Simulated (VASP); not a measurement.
Wanted: the native input for a VASP 6.6.1 run.

```
Task                   : single point
Functional             : PBE
Potentials or basis    : VASP PAW PBE potentials, release 64 (Zn)
Cutoff                 : 520 eV
k mesh                 : 3 × 3 × 3
Occupations            : gaussian, width 0.1 eV
Spin                   : no spin polarisation
Dipole correction      : no
Further INCAR settings : ALGO = Fast; EDIFF = 1e-07; NBANDS = 84
```

The structure of Zn lies in POSCAR:

```
Zn
1.0
    3.2008880594      1.8480335828      5.4588014166
   -3.2008880594      1.8480335828      5.4588014166
    0.0000000000     -3.6960671654      5.4588014166
Zn
12
Direct
    0.0101900000      0.6536100000      0.0101900000
    0.0101900000      0.0101900000      0.6536100000
    0.6536100000      0.0101900000      0.0101900000
    0.9898100000      0.3463900000      0.9898100000
    0.3463900000      0.9898100000      0.9898100000
    0.9898100000      0.9898100000      0.3463900000
    0.2211800000      0.6306000000      0.2211800000
    0.2211800000      0.2211800000      0.6306000000
    0.6306000000      0.2211800000      0.2211800000
    0.7788200000      0.3694000000      0.7788200000
    0.3694000000      0.7788200000      0.7788200000
    0.7788200000      0.7788200000      0.3694000000
```

The cell was built by a generator and needn't be a form met in nature.

The input as run:

INCAR

```
SYSTEM = Zn
  PREC = Accurate
  ENCUT = 520
  EDIFF = 1E-7
  ISMEAR = 0
  SIGMA = 0.1
  LREAL = .False.
  LASPH = .True.
  NELM = 100
  ALGO = Fast
  ISIF = 2
  LWAVE = .False.
  LCHARG = .True.
  GGA = PE
  LELF = .True.
  LVHAR = .True.
  NBANDS = 84
```

KPOINTS

```
regular mesh
0
Gamma
  3 3 3
  0 0 0
```

Potentials or basis: VASP PAW PBE potentials, release 64 (Zn).

Command:

```bash
$ cat potpaw_PBE.64/Zn/POTCAR > POTCAR
$ mpirun -np 1 vasp_std > vasp.out
```

It gave:

- Pressure: 29.3 GPa
- Largest force: 3.670 eV/Å
- Band gap on the k mesh: none (metal or under the smearing width)

Caveat: the k mesh is coarse (spacing up to 0.40 Å⁻¹), so the values aren't converged; a pressure of tens of GPa on the cell as given is suspect, and the run, the potentials or the cell itself is likely at fault; forces of over 1 eV/Å show positions far from the minimum, so gaps and moduli don't describe the material at rest.

It took 3.9 min on 1 thread of Intel(R) Xeon(R) Platinum 8259CL CPU @ 2.50GHz (Skylake/Cascade Lake), with other jobs on the host, peak memory 0.36 GiB.
